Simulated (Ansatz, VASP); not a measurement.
## Two plane-wave programs on V

```
V
1.0
    -1.51435    1.51435    1.51435
     1.51435   -1.51435    1.51435
     1.51435    1.51435   -1.51435
V
1
Direct
  0.00000 0.00000 0.00000
```

Alike in both runs: task single point; functional PBE; k mesh 10 × 10 × 10; occupations gaussian, width 0.05 eV; collinear spin.

|  | VASP | Ansatz |
| --- | --- | --- |
| version | VASP 6.6.1 | Ansatz 0.2.0 |
| potentials or method | VASP PAW PBE potentials, release 64 (V_sv) | scalar-relativistic, plane waves, PAW |
| plane-wave cutoff (eV) | 520 | 420 |
| valence electrons in the cell | 13 | 13 |

VASP gave:

```
gap on the k mesh at the Fermi level (eV) : none
pressure (GPa)                            : -4.4
net moment per atom (μB)                  : 0.00
```

Task: What did Ansatz give for the same quantities?

Result: gap on the k mesh at the Fermi level (eV): none; pressure (GPa): -4.6; net moment per atom (μB): 0.00.

A gap of «none» marks a metal or a gap that the smearing closes. With one functional, cell and mesh, what is left measures potentials, basis and numerics. Ansatz warned: «seeded_moment_not_kept».
